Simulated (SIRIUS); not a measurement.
The system is I.

```xyz
4
Lattice="3.6350 -2.3950 0.0000 3.6350 2.3950 0.0000 0.0000 0.0000 9.7934" Properties=species:S:1:pos:R:3 pbc="T T T"
I     3.6350   -0.7152    3.7646
I     3.6350    1.6799    1.1321
I     3.6350    0.7152    6.0288
I     3.6350   -1.6799    8.6613
```

```yaml
Program: SIRIUS 7.10.0
Task: single point
Functional: PBEsol
Potentials_or_basis: PseudoDojo 0.4.1 PBEsol standard (scalar relativistic)
Cutoff: 960 eV
Density_cutoff: 3840 eV
k_mesh: 7 × 7 × 3
Occupations: fermi-dirac, width 0.05 eV
Spin: no spin polarisation
```

On this cell: pressure 0.2 GPa; largest force 0.825 eV/Å; band gap on the k mesh 1.25 eV.

The same run follows on a disturbed copy (atoms moved at random, drawn with an rms of 0.05 Å):

```
I
1.0
     3.63503   -2.39502    0.00000
     3.63503    2.39502    0.00000
     0.00000    0.00000    9.79344
I
4
Direct
  0.65349 0.34675 0.38295
  0.15234 0.84035 0.11361
  0.36674 0.64517 0.61547
  0.84626 0.15370 0.88219
```

Task: What does the disturbed cell give?

Result: The energy moves by -3.5 meV/atom; pressure -0.1 GPa; largest force 0.887 eV/Å; band gap on the k mesh 1.21 eV.

Forces in eV/Å, atoms in the order of the input:
```
I   -0.004 -0.430 -0.776
I    0.009 -0.174  0.534
I   -0.012  0.415  0.765
I    0.006  0.189 -0.523
```

Stress tensor (GPa, compression positive):
```
 0.02  0.01  0.02
 0.01 -0.56  0.39
 0.02  0.39  0.39
```

Caveats: spin-orbit coupling is left out, which moves the levels of the heavy elements; an odd mesh through Γ misses points on the zone boundary, where band edges often lie.
